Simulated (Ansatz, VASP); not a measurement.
# TiO2 (Rutile) in VASP and in Ansatz

```xyz
6
Lattice="4.5909 0.0000 0.0000 0.0000 4.5909 0.0000 0.0000 0.0000 2.9392" Properties=species:S:1:pos:R:3 pbc="T T T"
Ti    0.0000    0.0000    0.0000
Ti    2.2954    2.2954    1.4696
O     1.3975    1.3975    0.0000
O     0.8979    3.6929    1.4696
O     3.1934    3.1934    0.0000
O     3.6929    0.8979    1.4696
```

Alike in both runs: functional PBEsol; k mesh 6 × 6 × 10; occupations gaussian, width 0.02 eV; no spin polarisation.

Ansatz relaxed the structure, and its values are those at the end. VASP's run is a single point on that final structure, the one shown.

|  | VASP | Ansatz |
| --- | --- | --- |
| version | VASP 6.6.1 | Ansatz 0.2.0 |
| potentials or method | VASP PAW PBE potentials, release 64 (Ti_sv, O) | scalar-relativistic, plane waves, PAW |
| plane-wave cutoff (eV) | 520 | 420 |
| valence electrons in the cell | 48 | 48 |

```csv
,VASP,Ansatz,Ansatz less VASP
gap on the k mesh at the Fermi level (eV),1.84,1.87,+0.027
least direct gap on the mesh (eV),1.84,1.87,+0.027
pressure (GPa),0.6,0.0,-0.64
rms of the force components (eV/Å),0.010,0.002,-0.0084
```

Caveats: the PAW data sets were made with another functional, which shifts forces and pressure a little (VASP). A k mesh can miss the band edges.
